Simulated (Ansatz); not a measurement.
## Li, one cell by several methods

```xyz
2
Lattice="3.0544 -0.0153 -0.0153 -1.5404 2.6528 -0.0056 -0.0250 -0.0250 4.9952" Properties=species:S:1:pos:R:3 pbc="T T T"
Li   -0.0151    1.7572    1.2400
Li    1.5041    0.8554    3.7344
```

Atoms are numbered in the order listed.

The structure comes from a relaxation in the same program, started in the hcp type. Whether it is a known phase or the ground state wasn't checked. The listed cell was then made from it by scaling, straining or moving an atom.

Methods: DFT, PBE, PAW with Ansatz's default frozen-core files, scalar-relativistic (Ansatz 0.2.0); DFT, PBE, all-electron PAW with datasets made for the crystal, scalar-relativistic (Ansatz 0.2.0); DFT, PBE, all-electron LAPW, scalar-relativistic (Ansatz 0.2.0).

For PAW: a Γ-centred 16×16×9 k mesh, Fermi–Dirac smearing of 0.05 eV, cutoff 420 eV, no spin polarisation. The crystal-made all-electron datasets (AE datasets) take a cutoff of 100 eV at this cell. LAPW targets a basis error of 0.25 meV/atom. The Ansatz runs share mesh, smearing and spin set-up. Plane-wave (PAW) pressures include the program's estimate of the Pulay term.

Stress and pressure are positive in compression.

The change that made this cell: equal xy, yz and zx engineering shear strains of -1 %.

| quantity | PAW | AE datasets | LAPW |
| --- | --- | --- | --- |
| pressure (GPa) | 0.02 | 0.03 | 0.03 |
| stress yz (GPa) | 0.06 | 0.06 | 0.06 |
| stress xz (GPa) | 0.06 | 0.06 | 0.06 |
| stress xy (GPa) | 0.10 | 0.10 | 0.10 |
